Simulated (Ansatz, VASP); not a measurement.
**TaN (TaN strained to the junction's net): VASP beside Ansatz**

One calculation is typed for both programs; each brings its own data sets. How far apart do they land? The cell is generated by rule, not measured, and may not be a known phase. The structure shown is the end of the Ansatz relaxation below.

Main program and level: Ansatz 0.2.0; plane waves, with VASP 6.6.1 beside it; single point at PBE.

### 1. Starting point

The structure is tetragonal, space group I4/mmm (No. 139). The conventional cell has a = 3.003 Å, b = 3.003 Å, c = 4.510 Å, α = 90.00°, β = 90.00°, γ = 90.00°. N has 6 Ta at 2.12 to 2.25 Å nearest. Nearest to Ta lie 6 N at 2.12 to 2.25 Å. Farther neighbours and most contacts between anions are not listed.

### 2. Ansatz: relaxation, PBE

Ansatz runs on its default PAW (the set named soft_2) files.

This run makes the geometry at which the two programs are then compared.

input.yaml

```yaml
crystal:
  lattice:
    - [3.003, 0.0, 0.0]
    - [0.0, 3.003, 0.0]
    - [0.0, 0.0, 4.5411816705]
  atoms:
    - { symbol: "N", position: [0.0, 0.0, 0.0] }
    - { symbol: Ta, position: [0.5, 0.5, 0.0] }
    - { symbol: "N", position: [0.5, 0.5, 0.5] }
    - { symbol: Ta, position: [0.0, 0.0, 0.5] }
kpoints:
  mp_grid: { grid: [12, 12, 7] }
scf:
  occupations: { method: fermi_dirac, width: 0.1 }
  max_iter: 150
hamiltonian:
  xc: pbe
relax:
  f_tol: 0.01
  max_steps: 40
  cell: { fix: [a, b, angles] }
```

Command:

```console
$ ansatz run input.yaml --threads 4 --pin off --max-ram 12288MiB --backend cpu --events-out ev --progress --plain --runs-dir out
```

Numbers of over 12 decimals in the logs are rounded to 6 here.

The log of the run:

```text
Engine: ansatz 0.2.0, aarch64-unknown-linux-gnu
Pseudopotentials: kind: paw
Pseudopotential: N, paw, valence charge 5, recommended cutoff 420 eV (normal), N.paw.azcp
Pseudopotential: Ta, paw, valence charge 13, recommended cutoff 420 eV (normal), Ta.paw.azcp
Functional definition: PBE
  parameter kappa = 0.804
  parameter beta = 0.066725
  exchange = pbe_x(kappa = kappa, mu = beta*pi^2/3)
  correlation = pbe_c(beta = beta)
Crystal: 4 atoms, lattice volume = 40.952 Å³
Basis set: ecut = 420 eV, 783 PW (Γ), exchange–correlation on 48×48×64 points (8 copies of the dense FFT grid, shifted against one another)
Bands: 22, of which v1, the nominal top of the filled ones, is band 18 counted from 1 (17 counted from 0)
Symmetry: 32 space group operations
Space group: I4/mmm (ITA 139), of the structure as read, at distance tolerance 3.4e-5 Å
k-points: 112 of 1008
Non-local potential: N, projectors of the file, l = 0: 2, l = 1: 2, l = 2: 1
Non-local potential: Ta, projectors of the file, l = 0: 3, l = 1: 2, l = 2: 2, l = 3: 1
PAW form: soft (Blöchl's): semilocal exchange-correlation on the pseudo side does not see the compensation charge
PAW one-centre angular grid: N, 110 points (default); XC on 64 Gauss nodes
PAW one-centre angular grid: Ta, 590 points (default); XC on 64 Gauss nodes
Initial density: superposition of atomic densities (neutral atoms: chi_scale 0, normalization atom), corrected by the library's trained network
Initial wavefunctions: pseudopotential atomic-orbital guess
Functional: x = pbe(κ = 0.804, μ = 0.219515), c = pbe(β = 0.066725)
SCF iter   1: F=—  HF=-20635.502368 eV  |F-HF|=—  |Δ(HF+E_count)|=         —  Δρ=4.04e-3  dr2=4.24e-3  ethr=1.77e-3  ⟨swp⟩=5.4  Hψ=23466  notcnv=0  defer=14
automatic band count: the SCF goes on with 26 bands, as 22 were too few: the levels above may hold too much charge
preconditioner: auto → Kerker (q_TF=auto, 2.670 Å⁻¹)  [metal: Δε(μ)=0.039 eV  Ē_g=11.418 eV  σ=0.100 eV  W_gap=0.10  n_scr=14 (ndim 8)  ℏωp=25.9 eV  f_vac=0.000  D(μ)=1.57/eV (n_scr^D=14)]
SCF iter   2: F=—  HF=-20635.501473 eV  |F-HF|=—  |Δ(HF+E_count)|=   8.95e-4  Δρ=2.16e-3  dr2=1.23e-3  ethr=1.18e-5  ⟨swp⟩=1.5  Hψ=4319  notcnv=0  defer=12
SCF iter   3: F=—  HF=-20635.501336 eV  |F-HF|=—  |Δ(HF+E_count)|=   1.37e-4  Δρ=2.62e-4  dr2=2.07e-5  ethr=3.42e-6  ⟨swp⟩=2.2  Hψ=4122  notcnv=0  defer=12
SCF iter   4: F=—  HF=-20635.501245 eV  |F-HF|=—  |Δ(HF+E_count)|=   9.13e-5  Δρ=7.76e-5  dr2=1.13e-6  ethr=5.75e-8  ⟨swp⟩=2.7  Hψ=4588  notcnv=0  defer=12
iter 5 did not close the SCF: its close was put off for the readings that it lacked (scf_convergence_deferred on its scf_iter line)
SCF iter   5: F=-20635.501245 eV  HF=-20635.501245 eV  |F-HF|=4.34e-9  |Δ(HF+E_count)|=   4.02e-8  Δρ=8.82e-6  dr2=1.46e-8  ethr=3.14e-9  ⟨swp⟩=1.8  Hψ=3705  notcnv=0  defer=12
SCF iter   6: F=-20635.501245 eV  HF=-20635.501245 eV  |F-HF|=6.91e-11  |Δ(HF+E_count)|=   5.49e-9  Δρ=1.66e-6  dr2=4.80e-10  ethr=4.06e-11  ⟨swp⟩=2.0  Hψ=9188  notcnv=0
SCF 1 converged in 6 iterations: F = -20635.501245 eV  dr2 = 4.80e-10
  greatest PAW one-centre occupation: 0.999 electrons in one spin orbital (limit 2), on the Ta atom at site 3 (counted from 0), in its partial waves of l = 0
relax step   1: F+E_penalty+E_count = -20635.50124511 eV  Δ(F+E_penalty+E_count) = +0.000e0 eV  max|allowed force component| = 2.441e-30 eV/Å  Δτ_max = 0.0000 Å  P = +23.074 GPa  Ω = 40.952 Å³  fix = [a, b, alpha, beta, gamma]  reactions: a +36.276, b +36.276 GPa  (6 SCF iters, dr2 threshold 1.00e-7 eV, accepted)
[...]
relax step   2: F+E_penalty+E_count = -20635.50486321 eV  Δ(F+E_penalty+E_count) = -3.618e-3 eV  max|allowed force component| = 6.792e-30 eV/Å  Δτ_max = 0.0000 Å  P = +24.854 GPa  Ω = 40.719 Å³  energy of the carried Pulay correction = +7.222e-4 eV  fix = [a, b, alpha, beta, gamma]  reactions: a +37.576, b +37.576 GPa  (6 SCF iters, dr2 threshold 4.00e-7 eV, accepted)
[...]
relax step   3: F+E_penalty+E_count = -20635.50510492 eV  Δ(F+E_penalty+E_count) = -2.417e-4 eV  max|allowed force component| = 1.035e-30 eV/Å  Δτ_max = 0.0000 Å  P = +25.250 GPa  Ω = 40.668 Å³  energy of the carried Pulay correction = +8.780e-4 eV  fix = [a, b, alpha, beta, gamma]  reactions: a +37.854, b +37.854 GPa  (6 SCF iters, dr2 threshold 4.00e-7 eV, accepted)
[...]
relax step   4: F+E_penalty+E_count = -20635.50427135 eV  Δ(F+E_penalty+E_count) = +8.336e-4 eV  max|allowed force component| = 3.883e-30 eV/Å  Δτ_max = 0.0000 Å  P = +25.217 GPa  Ω = 40.668 Å³  fix = [a, b, alpha, beta, gamma]  reactions: a +37.832, b +37.832 GPa  stress off target by 1.30e-2 GPa on what of the cell is left free  SCF on the basis re-selected at this cell (its energy is not comparable with the rows above)  (6 SCF iters)
basis re-selected at this cell: Δ(F+E_penalty+E_count) = +8.336e-4 eV, ΔP = -0.033 GPa vs the last step (what re-selecting the basis moved, of the pressure what is left beyond the Pulay correction that the steps carried, after the strain that the cell walked since its last selection, with what the two solves' SCF thresholds leave and, on support functions, any second-order correction that the steps lacked; it is no m [...]
SCF converged after 6 iterations
Free energy (F): -20635.504271 eV
Harris-Foulkes:  -20635.504271 eV  (|F-HF|=3.64e-12)
Internal energy: -20635.452997 eV  (E = F + TS)
E sigma→0 (E₀):  -20635.478634 eV
Entropy (-TS):   -0.051275 eV (-12.819 meV/atom)
Fermi energy:    22.751667 eV
--- Per-component energies (eV) ---
  E_band       = -53.466837
  E_kinetic    = 1010.827391
  E_local      = -1112.518723  (includes V_loc(G=0)·N_el)
  E_nonlocal   = 121.831102
  E_hartree    = 381.072627
  E_xc         = -562.787751
  E_vxc        = -568.655858  (∫ρ·V_xc dr)
  E_paw        = -17050.053249  (= ΣΔE_a)
  E_vpaw       = -267.096513  (= ΣTr[D̂ρ^β])
  E_aug_tail   = 0.000515  (compensation charges beyond the density's cutoff)
  E_ewald      = -3423.824910
  E_smearing   = -0.051275  (= −TS)
  E_closure    = 0.000000  (closes the sum)
  Σ components = -20635.504271   (vs F -20635.504271, Δ=0.00e0)
--- Forces (eV/Å), atoms counted from 1 ---
  atom   1  N      0.00000000     0.00000000     0.00000000
  atom   2  Ta    -0.00000000     0.00000000     0.00000000
  atom   3  N     -0.00000000     0.00000000     0.00000000
  atom   4  Ta     0.00000000     0.00000000     0.00000000
  max |Σ_I F_I| component: 8.53e-30 eV/Å
--- Stress (GPa, compression-positive) ---
       37.832344      -0.000000       0.000000
       -0.000000      37.832344       0.000000
        0.000000       0.000000      -0.012957
  P = ⅓ Tr σ = 25.2172 GPa (252.172 kbar)
--- Relaxed structure (3 steps of the walk, 3 accepted, 1 SCFs on fresh bases) ---
  F+E_penalty+E_count = -20635.50427135 eV   max|allowed force component| = 3.883e-30 eV/Å   (the final SCF, on the basis selected at the relaxed cell)
  cell:  # Å, volume = 40.6684 Å³
    - [3.003, 0, 0.0]
    - [0, 3.003, 0.0]
    - [0.0, 0.0, 4.509684]
  atoms:
    - { symbol: N, position: [0, 0, 0] }
    - { symbol: Ta, position: [0.5, 0.5, 0] }
    - { symbol: N, position: [0.5, 0.5, 0.5] }
    - { symbol: Ta, position: [0, 0, 0.5] }
```

### 3. VASP: single point, PBE

The same cell, functional, mesh and smearing now go to VASP, with its own data sets.

Lines of VASP's logs that name or quote its potential files are left out, and so is its time.

INCAR

```
SYSTEM = TaN
PREC = Accurate
ENCUT = 600
EDIFF = 1E-06
NELM = 120
ISMEAR = -1
SIGMA = 0.1
LREAL = .FALSE.
ALGO = Normal
GGA = PE
NBANDS = 22
LASPH = .TRUE.
LORBIT = 11
LWAVE = .FALSE.
LCHARG = .FALSE.
ISIF = 2
GGA_COMPAT = .FALSE.
```

POSCAR

```
TaN
1.0
    3.0030000000      0.0000000000      0.0000000000
    0.0000000000      3.0030000000      0.0000000000
    0.0000000000      0.0000000000      4.5096839362
N Ta
2 2
Direct
    0.0000000000      0.0000000000      0.0000000000
    0.5000000000      0.5000000000      0.5000000000
    0.5000000000      0.5000000000      0.0000000000
    0.0000000000      0.0000000000      0.5000000000
```

KPOINTS

```
Automatic mesh
0
Gamma
12 12 7
0 0 0
```

PAW data sets: N and Ta_pv (PBE family, release 64).

Command:

```console
$ mpirun -np 1 vasp_std
```

The log of the run:

```text
[banner, memory and clock lines left out]
running    1 mpi-ranks, on    1 nodes
 distrk:  each k-point on    1 cores,    1 groups
 distr:  one band on    1 cores,    1 groups

 POSCAR found type information on POSCAR N Ta
 POSCAR found :  2 types and       4 ions
 LDA part: xc-table for (Slater+PW92), standard interpolation
 POSCAR, INCAR and KPOINTS ok, starting setup
 FFT: planning ... GRIDC
 FFT: planning ... GRID_SOFT
 FFT: planning ... GRID
 WAVECAR not read
 entering main loop
       N       E                     dE             d eps       ncg     rms          rms(c)
DAV:   1     0.286364534731E+03    0.28636E+03   -0.19477E+04  4928   0.174E+03
DAV:   2    -0.339328019539E+02   -0.32030E+03   -0.30717E+03  5804   0.470E+02
DAV:   3    -0.491193482094E+02   -0.15187E+02   -0.14729E+02  6252   0.947E+01
DAV:   4    -0.493834337001E+02   -0.26409E+00   -0.26171E+00  6024   0.120E+01
DAV:   5    -0.493886195199E+02   -0.51858E-02   -0.51822E-02  6224   0.129E+00    0.379E+01
DAV:   6    -0.434721042561E+02    0.59165E+01   -0.28590E+01  5828   0.376E+01    0.168E+01
DAV:   7    -0.433582336261E+02    0.11387E+00   -0.12360E+00  5680   0.761E+00    0.955E+00
DAV:   8    -0.433171623932E+02    0.41071E-01   -0.17491E-01  5842   0.315E+00    0.882E-01
DAV:   9    -0.433098414360E+02    0.73210E-02   -0.34333E-02  5962   0.110E+00    0.237E-01
DAV:  10    -0.433097926672E+02    0.48769E-04   -0.28540E-03  5952   0.492E-01    0.743E-02
DAV:  11    -0.433096857050E+02    0.10696E-03   -0.41806E-04  6024   0.156E-01    0.116E-02
DAV:  12    -0.433096863802E+02   -0.67524E-06   -0.22800E-05  5832   0.379E-02    0.513E-03
DAV:  13    -0.433096855526E+02    0.82768E-06   -0.86718E-07  3700   0.666E-03
   1 F= -.43309686E+02 E0= -.43284087E+02  d E =-.511965E-01
```

Parts of OUTCAR (step 3):

```text
ion  position               nearest neighbor table
   1  0.000  0.000  0.000-   3 2.12   3 2.12   3 2.12   3 2.12   4 2.25   4 2.25
   2  0.500  0.500  0.500-   4 2.12   4 2.12   4 2.12   4 2.12   3 2.25   3 2.25
   3  0.500  0.500  0.000-   1 2.12   1 2.12   1 2.12   1 2.12   2 2.25   2 2.25   4 3.10   4 3.10
                             4 3.10   4 3.10   4 3.10   4 3.10   4 3.10   4 3.10
   4  0.000  0.000  0.500-   2 2.12   2 2.12   2 2.12   2 2.12   1 2.25   1 2.25   3 3.10   3 3.10
                             3 3.10   3 3.10   3 3.10   3 3.10   3 3.10   3 3.10

  LATTYP: Found a simple tetragonal cell.
 ALAT       =     3.0030000000
 C/A-ratio  =     1.5017262525

 Subroutine GETGRP returns: Found 16 space group operations
 (whereof 16 operations were pure point group operations)

The static configuration has the point symmetry D_4h.

 Found    112 irreducible k-points:

   k-points           NKPTS =    112   k-points in BZ     NKDIM =    112   number of bands    NBANDS=     22

   dimension x,y,z NGX =    24 NGY =   24 NGZ =   36
   dimension x,y,z NGXF=    48 NGYF=   48 NGZF=   72

   ENCUT  =  600.0 eV  44.10 Ry    6.64 a.u.   6.00  6.00  9.01*2*pi/ulx,y,z

   NELECT =      32.0000    total number of electrons

 k-points in reciprocal lattice and weights: Automatic mesh
   0.00000000  0.00000000  0.00000000       0.001
   0.08333333  0.00000000  0.00000000       0.004
   0.16666667  0.00000000  0.00000000       0.004
   0.25000000  0.00000000  0.00000000       0.004
   0.33333333  0.00000000  0.00000000       0.004
   0.41666667  0.00000000  0.00000000       0.004
   0.50000000  0.00000000  0.00000000       0.002
   0.08333333  0.08333333  0.00000000       0.004
   0.16666667  0.08333333  0.00000000       0.008
[...]
0.50000000  0.41666667  0.42857143       0.008
   0.50000000  0.50000000  0.42857143       0.002

 average (electrostatic) potential at core
       1 -60.8376       2 -60.8376       3 -34.1720       4 -34.1720

 E-fermi :  10.0413

 k-point     1 :       0.0000    0.0000    0.0000
  band No.  band energies     occupation
    ...
     15       6.1913      2.00000
     16       7.3354      2.00000
     17       8.1165      2.00000
     18       8.1165      2.00000
     19       9.2250      1.99943
     20      10.5830      0.00884
     21      12.3232      0.00000
     22      12.5307      0.00000

 k-point     2 :       0.0833    0.0000    0.0000
  band No.  band energies     occupation
    ...
     15       5.8804      2.00000
     16       7.8410      2.00000
     17       8.1998      2.00000
     18       8.3114      2.00000
     19       9.3438      1.99813
     20      11.2932      0.00001
     21      12.8461      0.00000
     22      12.9878      0.00000

 k-point     3 :       0.1667    0.0000    0.0000
  band No.  band energies     occupation
    ...
     15       6.7269      2.00000
     16       8.4466      2.00000
     17       8.7188      2.00000
     18       8.7351      2.00000
     19       9.6462      1.96225
     20      12.8566      0.00000
     21      13.4095      0.00000
     22      13.4237      0.00000

  Total        9.8853781      9.8853781      0.1906442      0.0000000     -0.0000000      0.0000000
  in kB      389.4458653    389.4458653      7.5106480      0.0000000     -0.0000000      0.0000000
  external PRESSURE =     262.1341262 kB  Pullay stress =       0.0000000 kB

  energy-cutoff  :      600.00
  volume of cell :       40.67
      direct lattice vectors                 reciprocal lattice vectors
     3.003000000  0.000000000  0.000000000     0.333000333  0.000000000  0.000000000
     0.000000000  3.003000000  0.000000000     0.000000000  0.333000333  0.000000000
     0.000000000  0.000000000  4.509683936     0.000000000  0.000000000  0.221745030

 POSITION                                       TOTAL-FORCE (eV/Angst)
 -----------------------------------------------------------------------------------
      0.00000      0.00000      0.00000        -0.000000     -0.000000     -0.000000
      1.50150      1.50150      2.25484        -0.000000     -0.000000      0.000000
      1.50150      1.50150      0.00000         0.000000      0.000000     -0.000000
      0.00000      0.00000      2.25484        -0.000000     -0.000000     -0.000000
 -----------------------------------------------------------------------------------
    total drift:                                0.000000     -0.000000     -0.000000

  FREE ENERGIE OF THE ION-ELECTRON SYSTEM (eV)
  ---------------------------------------------------
  free  energy   TOTEN  =       -43.3096855526 eV

  energy  without entropy=      -43.2584890052  energy(sigma->0) =      -43.28408728

 total charge
# of ion       s       p       d       tot
------------------------------------------
    1        1.235   2.568   0.000   3.803
    2        1.235   2.568   0.000   3.803
    3        0.288   6.252   2.529   9.069
    4        0.288   6.252   2.529   9.069
--------------------------------------------------
tot          3.046  17.641   5.057  25.744

[... 3 further parts left out ...]
```

The run ends at a pressure of 26.21 GPa.

### 4. Comparison

Known differences besides the potentials themselves: the data sets hold 36 valence electrons in Ansatz (on its default PAW (the set named soft_2) files) and 32 in VASP; the cutoff is 420 eV in Ansatz and 600 eV in VASP; Ansatz's pressure holds a Pulay correction, VASP's none. Total energies have different zeros and are not compared.

Compared:

```tsv
quantity	Ansatz	VASP	difference
pressure (GPa)	25.22	26.21	-1.00
```

### 5. Outcome

* difference in pressure (single point, PBE): -1.00 GPa

**Reading.** The difference in pressure is -1.00 GPa (single point, PBE), at about the 1 GPa picked in this series as the mark of a large difference. The data sets hold unlike numbers of valence electrons (36 in Ansatz and 32 in VASP), so part of the differences comes from the potentials. How closely two codes agree says nothing of how well the functional describes the real material.

[Lines on the potential files, build, host, timing and source positions are cut from VASP's logs without a mark.]

[Logs are printed without paths, hosts, clocks, repeated set-up lines and the standing remarks that a program may print on its own settings, such as how far it seeks lower states.]

[Hosts, paths, dates, database ids (printed as entryN), source tags and the programs' standing remarks are cut or masked in the printed files.]
